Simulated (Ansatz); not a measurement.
# Sn: stress in a strained cell

Sn is deformed so: z strained by -4 % at fixed volume. What stress and forces result, by LAPW, PAW and all-electron datasets made for the crystal?

Computed with Ansatz 0.2.0 (DFT PBE, scalar-relativistic, unless a step's input says otherwise).

1 further run of the same task is left out (it didn't finish).

**1. The starting structure**

The structure is tetragonal, space group I4_1/amd (No. 141). The conventional cell has a = 5.832 Å, b = 5.832 Å, c = 3.181 Å, α = 90.00°, β = 90.00°, γ = 90.00°. Around Sn (site symmetry -4m2) lie 6 Sn at 3.02 to 3.18 Å.

As a file:

```
Sn
1.0
    -2.91585    2.91585    1.59065
     2.91585   -2.91585    1.59065
     2.91585    2.91585   -1.59065
Sn
2
Direct
  0.00000 0.00000 0.00000
  0.75000 0.25000 0.50000
```

Atoms are numbered in the order of the input: Sn1, Sn2.

**2. The deformed structure**

Space group I4_1/amd before, I4_1/amd after.

**3. Full-potential LAPW**

Contents of input.yaml:

```yaml
crystal:
  lattice:
    - [-2.9759769445, 2.9759769445, 1.527024]
    - [2.9759769445, -2.9759769445, 1.527024]
    - [2.9759769445, 2.9759769445, -1.527024]
  atoms:
    - { symbol: Sn, position: [0.0, 0.0, 0.0] }
    - { symbol: Sn, position: [0.75, 0.25, 0.5] }
kpoints:
  mp_grid: { grid: [15, 15, 10] }
scf:
  occupations: { method: fermi_dirac, width: 0.05 }
hamiltonian:
  xc: pbe
  pseudopotentials: { kind: all_electron, lapw: { basis_error: 0.00025 } }
output:
  forces: true
  stress: true
  eigenvalues: true
```

What it wrote (excerpt; [...] marks lines left out):

```text
Warning: crystal.symmetry: narrowed to the stabiliser of the k-point mesh — unitary ops 16 → 4; excluded 12 operations that carry a point of the 15×15×10 mesh (shift [0, 0, 0]) off the mesh (the run samples exactly the mesh kpoints.mp_grid names, as under crystal.symmetry.detect: false, [...]
LAPW: plane waves up to 7.936 Å⁻¹, error target 2.5e-4 eV per atom; small_component_spin mean_spin; Sn in spheres of 1.527 Å, 22 of its electrons in bands, Dirac shells []
[...]
Pseudopotentials: kind: all_electron
Pseudopotential: Sn, LAPW, valence charge 22, Koelling and Harmon's equation, gaussian nucleus
Functional definition: PBE
[...]
Crystal: 2 atoms, lattice volume = 54.096 Å³
Basis set: ecut = 239.94818277336466 eV, 451 PW (Γ), FFT grids on a1+a2, a2, a3, exchange–correlation at level 2
Bands: 27, of which v1, the nominal top of the filled ones, is band 22 counted from 1 (21 counted from 0)
Symmetry: 4 space group operations
k-points: 608 of 2250
[...]
SCF iter   1: F=—  HF=-336178.768809 eV  |F-HF|=—  |Δ(HF+E_count)|=         —  Δρ=9.05e-3  dr2=2.91e-2  ethr=6.58e-5  ⟨swp⟩=3.1  Hψ=113460  notcnv=0
[...]
SCF iter   8: F=-336178.753274 eV  HF=-336178.753274 eV  |F-HF|=1.17e-8  |Δ(HF+E_count)|=   4.67e-8  Δρ=6.16e-6  dr2=1.40e-8  ethr=8.90e-10  ⟨swp⟩=2.0  Hψ=48855  notcnv=0
[...]
SCF converged after 8 iterations
Free energy (F): -336178.753274 eV
[...]
E sigma→0 (E₀):  -336178.750106 eV
Entropy (-TS):   -0.006336 eV (-3.168 meV/atom)
Fermi energy:    13.733794 eV
[...]
--- Forces (eV/Å), atoms counted from 1 ---
  atom   1  Sn     0.00039978    -0.00039978     0.00000000
  atom   2  Sn    -0.00039978     0.00039978     0.00000000
[...]
--- Stress (GPa, compression-positive) ---
        1.377481      -0.048771       0.055007
       -0.048771       1.377481       0.055007
        0.055007       0.055007       5.592427
  P = ⅓ Tr σ = 2.7825 GPa (27.825 kbar)
--- Band table (eV; the first three rows and the last of 608) ---
  k-point 0: bands = ["-115.6583", "-115.6577", "-71.4451", "-71.4450", "-71.4421", "-71.4415", "-71.4361", "-71.4355", "-7.9009", "-7.8946", "-7.8445", "-7.7844", "-7.6111", "-7.6107", "-7.6047", "-7.6042", "-7.5524", "-7.4494", "2.5742", "9.5130", "11.5353", "11.5354", "16.5141", [...]
[...]
```

Wall time 2.4 min (1 thread, shared host).

In short: pressure 2.78 GPa; no gap.

**4. PAW with frozen cores**

Edit input.yaml of step 3 so:

```diff
@@ -14,3 +14,3 @@
   xc: pbe
-  pseudopotentials: { kind: all_electron, lapw: { basis_error: 0.00025 } }
+  pseudopotentials: { kind: paw }
 output:
@@ -19 +19,2 @@
   eigenvalues: true
+  efg: { contact_densities: true }
```

What it wrote (excerpt; [...] marks lines left out):

```text
Warning: crystal.symmetry: narrowed to the stabiliser of the k-point mesh — unitary ops 16 → 4; excluded 12 operations that carry a point of the 15×15×10 mesh (shift [0, 0, 0]) off the mesh (the run samples exactly the mesh kpoints.mp_grid names, as under crystal.symmetry.detect: false, [...]
Sn: output.efg is read without spin–orbit coupling, which moves field gradients at and beside such atoms by some per cent and up to a factor of two; PAW files take it under magnetization.noncollinear and magnetization.spin_orbit
[...]
Pseudopotentials: kind: paw
Pseudopotential: Sn, paw, valence charge 14, recommended cutoff 420 eV (normal)
Functional definition: PBE
[...]
Crystal: 2 atoms, lattice volume = 54.096 Å³
Basis set: ecut = 420 eV, 1041 PW (Γ), exchange–correlation on 60×60×60 points (8 copies of the dense FFT grid, shifted against one another)
Bands: 18, of which v1, the nominal top of the filled ones, is band 14 counted from 1 (13 counted from 0)
Symmetry: 4 space group operations
k-points: 608 of 2250
[...]
E sigma→0 (E₀):  -12048.304389 eV
Entropy (-TS):   -0.006334 eV (-3.167 meV/atom)
Fermi energy:    10.778833 eV
[...]
--- Forces (eV/Å), atoms counted from 1 ---
  atom   1  Sn     0.00039927    -0.00039927     0.00000000
  atom   2  Sn    -0.00039927     0.00039927     0.00000000
[...]
--- Stress (GPa, compression-positive) ---
        1.376449      -0.048850       0.055044
       -0.048850       1.376449       0.055044
        0.055044       0.055044       5.590332
  P = ⅓ Tr σ = 2.7811 GPa (27.811 kbar)
--- PAW observables at the nuclei: V_zz in 10²¹ V/m², potentials from the cell's mean, atoms counted from 1 ---
  atom   1  Sn V_zz =    +1.043315   η = 0.2419   by run symmetry: allowed
            electrostatic potential = -8174.616858 V   contact ρ = 1236408.116061 e/Å³
  atom   2  Sn V_zz =    +1.043315   η = 0.2419   by run symmetry: allowed
            electrostatic potential = -8174.616858 V   contact ρ = 1236408.116061 e/Å³
--- Band table (eV; the first three rows and the last of 608) ---
  k-point 0: bands = ["-10.8521", "-10.8474", "-10.7974", "-10.7356", "-10.5634", "-10.5629", "-10.5570", "-10.5564", "-10.5034", "-10.4004", "-0.3809", "6.5577", "8.5805", "8.5806", "13.5597", "16.4950", "16.4952", "18.5870"]
[...]
```

Run time: 23 s. Hardware: 1 thread, shared host.

This run gives: pressure 2.78 GPa; no gap; Vzz Sn1 1.0 (10²¹ V/m²).

**5. All-electron PAW on datasets made for the crystal**

Edit input.yaml of step 4 so:

```diff
@@ -14,3 +14,3 @@
   xc: pbe
-  pseudopotentials: { kind: paw }
+  pseudopotentials: { kind: all_electron, datasets: crystal }
 output:
```

What it wrote (excerpt; [...] marks lines left out):

```text
Warning: crystal.symmetry: narrowed to the stabiliser of the k-point mesh — unitary ops 16 → 4; excluded 12 operations that carry a point of the 15×15×10 mesh (shift [0, 0, 0]) off the mesh (the run samples exactly the mesh kpoints.mp_grid names, as under crystal.symmetry.detect: false, [...]
band count auto-derived: 20 (N_el = 28.0; filled up to band 14; 18 by the electrons, moments and atoms)
Sn: output.efg is read without spin–orbit coupling, which moves field gradients at and beside such atoms by some per cent and up to a factor of two; PAW files take it under magnetization.noncollinear and magnetization.spin_orbit
[...]
Pseudopotentials: kind: all_electron
Pseudopotential: Sn, paw, valence charge 14, recommended cutoff 240 eV (normal), Koelling and Harmon's equation, gaussian nucleus
Functional definition: PBE
[...]
Crystal: 2 atoms, lattice volume = 54.096 Å³
Basis set: ecut = 240 eV, 451 PW (Γ), exchange–correlation on 48×48×48 points (8 copies of the dense FFT grid, shifted against one another)
[...]
  The terms above E_closure are by the made datasets' own strengths, without shells solved beside the bands.
--- Forces (eV/Å), atoms counted from 1 ---
  atom   1  Sn     0.00039789    -0.00039789     0.00000000
  atom   2  Sn    -0.00039789     0.00039789     0.00000000
[...]
--- Stress (GPa, compression-positive) ---
        1.378561      -0.048769       0.055002
       -0.048769       1.378561       0.055002
        0.055002       0.055002       5.593914
  P = ⅓ Tr σ = 2.7837 GPa (27.837 kbar)
--- PAW observables at the nuclei: V_zz in 10²¹ V/m², potentials from the cell's mean, atoms counted from 1 ---
  atom   1  Sn V_zz =    +1.001890   η = 0.2522   by run symmetry: allowed
            electrostatic potential = -8174.565567 V   contact ρ = 1236320.208648 e/Å³
  atom   2  Sn V_zz =    +1.001890   η = 0.2522   by run symmetry: allowed
            electrostatic potential = -8174.565567 V   contact ρ = 1236320.208648 e/Å³
--- Band table (eV; the first three rows and the last of 608) ---
  k-point 0: bands = ["-7.9010", "-7.8945", "-7.8444", "-7.7845", "-7.6111", "-7.6106", "-7.6046", "-7.6041", "-7.5525", "-7.4495", "2.5742", "9.5130", "11.5354", "11.5355", "16.5141", "19.4480", "19.4483", "21.5406"]
[...]
```

Run time: 60 s. Hardware: 1 thread, shared host.

Read from it: pressure 2.78 GPa; no gap; Vzz Sn1 1.0 (10²¹ V/m²).

**6. Stress and forces compared**

Stress (GPa, compression positive):

```tsv
method	xx	yy	zz	yz	xz	xy
LAPW	1.38	1.38	5.59	0.06	0.06	-0.05
PAW	1.38	1.38	5.59	0.06	0.06	-0.05
crystal datasets	1.38	1.38	5.59	0.06	0.06	-0.05
```

| method | pressure (GPa) | Vzz Sn1 (10²¹ V/m²) | SCF cycles, all passes | time |
| --- | --- | --- | --- | --- |
| LAPW | 2.78 | – | 8 | 2.4 min |
| PAW | 2.78 | 1.04 | 6 | 23 s |
| crystal datasets | 2.78 | 1.00 | 8 | 60 s |

**7. Outcome**

| quantity | value |
| --- | --- |
| pressure | LAPW 2.78, PAW 2.78, crystal datasets 2.78 GPa |
| largest shear or deviatoric stress (LAPW) | 2.81 GPa |

The largest part of the stress beyond the pressure is 2.81 GPa in size, in the zz component; the atoms are carried along and not relaxed. No run of the undeformed cell stands beside it, so the pressure holds what the given cell had before the change. PAW: stress within 0.01 GPa of LAPW. Crystal datasets: stress within 0.01 GPa of LAPW. The k mesh doesn't keep the crystal's whole symmetry, which leaves small spurious terms.
